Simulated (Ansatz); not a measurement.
# CdSe: the change of force along direction with displacement

Results calculated with Ansatz 0.2.0, not measured. All atoms of one element of a crystal moved along a line, all else fixed, by plane-wave density functional theory with PAW datasets, free energies less that of the undisturbed cell, pressure positive in compression; scalar-relativistic.

The cell before atoms are moved (space group F-43m, No. 216):
```
CdSe
1.0
      0.0000     3.0703     3.0703
      3.0703     0.0000     3.0703
      3.0703     3.0703     0.0000
Cd Se
1 1
Direct
  0.00000 0.00000 0.00000
  0.75000 0.75000 0.75000
```

Settings of every row: functional PBE; dispersion none; spin none; wave cutoff 420 eV; k mesh 10x10x10; occupations gaussian; smearing width 0.05 eV; k shift 0x0x0; start as given; moved element Se; direction 0.57735, -0.57735, -0.57735 Cartesian unit vector.

Limits: reference crystal is not relaxed; semilocal functionals tend to give too small a gap; no spin-orbit coupling, which shifts gaps with heavier elements (CdSe).

```csv
row,displacement (Å),force along direction (eV/Å summed over the moved atoms),energy change (eV a cell),pressure (GPa),gap on mesh (eV)
1,-0.3,0.7126,0.1343,2.36,0.569
2,-0.225,0.6301,0.0836,1.962,0.54
3,-0.15,0.4928,0.0411,1.62,0.519
4,-0.075,0.2882,0.0114,1.378,0.519
5,0,0,0,1.285,0.551
6,0.075,-0.394,0.014,1.399,0.532
7,0.15,-0.9225,0.0625,1.788,0.523
8,0.225,-1.6231,0.1567,2.53,0.524
9,0.2625,?,?,?,?
10,0.3,-2.5451,0.3114,3.72,0.53
```

Question: what force along direction should row 9 give?

Worked fit of force along direction. Take t = displacement, in Å. The shown rows have t = -0.3, -0.225, -0.15, -0.075, 0, 0.075, 0.15, 0.225, 0.3. Least squares give force along direction = 0.00913 − 5.17849 × t − 10.202 × t² eV/Å summed over the moved atoms; a straight line predicts inner rows, each left out in turn, worse (root mean square 0.29 against 0.064 eV/Å summed over the moved atoms). The rows lie off it by 0.0681, -0.0277, -0.0636, -0.0519, -0.0091, 0.0426, 0.0747, 0.0494, -0.0825 (root mean square 0.057 eV/Å summed over the moved atoms), a smooth pattern that one more power would take up: the form is only approximate. The withheld row has t = 0.2625, so the fit gives 0.00913 − 5.17849 × (0.2625) − 10.202 × (0.2625)² = -2.0532 eV/Å summed over the moved atoms.

The calculation gave -2.0527 eV/Å summed over the moved atoms. The fit lies 0.0005 eV/Å summed over the moved atoms (0.015 % of the column's range) below it; its largest miss of a shown row is 0.0825 eV/Å summed over the moved atoms.

The other values of row 9: energy change 0.2254 eV a cell; pressure 3.062 GPa; gap on mesh 0.526 eV.
